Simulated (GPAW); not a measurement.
Input of a GPAW 26.7.0 run:

The input run.py:

```python
from ase import Atoms
from ase.dft.bandgap import bandgap
from ase.io import write
from ase.units import GPa
from gpaw import GPAW, PW

atoms = Atoms(['Sn', 'Sn', 'O', 'O', 'O', 'O'],
              cell=[[4.788004, 0.0, 0.0],
                    [0.0, 4.866582, 0.0],
                    [0.0, 0.0, 3.240898]],
              scaled_positions=[[0.0, 0.0, 0.0],
                                [0.5, 0.5, 0.5],
                                [0.708145, 0.678958, 0.0],
                                [0.208145, 0.821042, 0.5],
                                [0.791855, 0.178958, 0.5],
                                [0.291855, 0.321042, 0.0]],
              pbc=True)

calc = GPAW(mode=PW(800),
            xc='MGGA_X_R2SCAN+MGGA_C_R2SCAN',
            kpts={'size': (4, 4, 6), 'gamma': True},
            occupations={'name': 'fermi-dirac', 'width': 0.05},
            nbands=43,
            convergence={'density': 1e-05, 'energy': 1e-05},
            maxiter=150,
            txt='gpaw.txt')
atoms.calc = calc
energy = atoms.get_potential_energy()
forces = atoms.get_forces()
stress = atoms.get_stress()
calc.write('gs.gpw')
write('result.traj', atoms)
print(f'Energy: {energy:.6f} eV')
print('Forces (eV/A):')
print(forces.round(4))
print('Stress (GPa):', (stress / GPa).round(3))
print('Fermi level:', round(calc.get_fermi_level(), 4), 'eV')
print(f'Gap: {bandgap(calc)[0]:.4f} eV, direct: {bandgap(calc, direct=True)[0]:.4f} eV')

path = atoms.cell.bandpath('GXSYGZURTZ,YT,UX,SR', npoints=60, eps=1e-4)
bs_calc = calc.fixed_density(kpts=path, symmetry='off', nbands=62,
                             convergence={'bands': 'CBM+6.0', 'eigenstates': 1e-6}, txt='bands.txt')
bs = bs_calc.band_structure()
bs.write('bs.json')
print(f'Gap on the path: {bandgap(bs_calc)[0]:.4f} eV')
```

Potentials or basis: GPAW PAW data sets (gpaw-data 1.2.1), pw.

Command:

```sh
$ OMP_NUM_THREADS=1 python run.py
```

Question: What does it give for the band gap along the path?

Answer: 1.45 eV, direct.

Question: What does it give for the band gap on the k mesh?

Answer: 1.45 eV, direct.

Forces in eV/Å, atoms in the order of the input:
```
Sn   0.000  0.000  0.000
Sn   0.000  0.000  0.000
O   -0.147  0.035  0.000
O   -0.147 -0.035  0.000
O    0.147  0.035  0.000
O    0.147 -0.035  0.000
```

Caveat: the PAW data sets were made with another functional, which shifts forces and pressure a little; spin-orbit coupling is left out, which moves the levels of the heavy elements. r2SCAN opens gaps a little over a GGA but as a rule still falls short of measured ones.
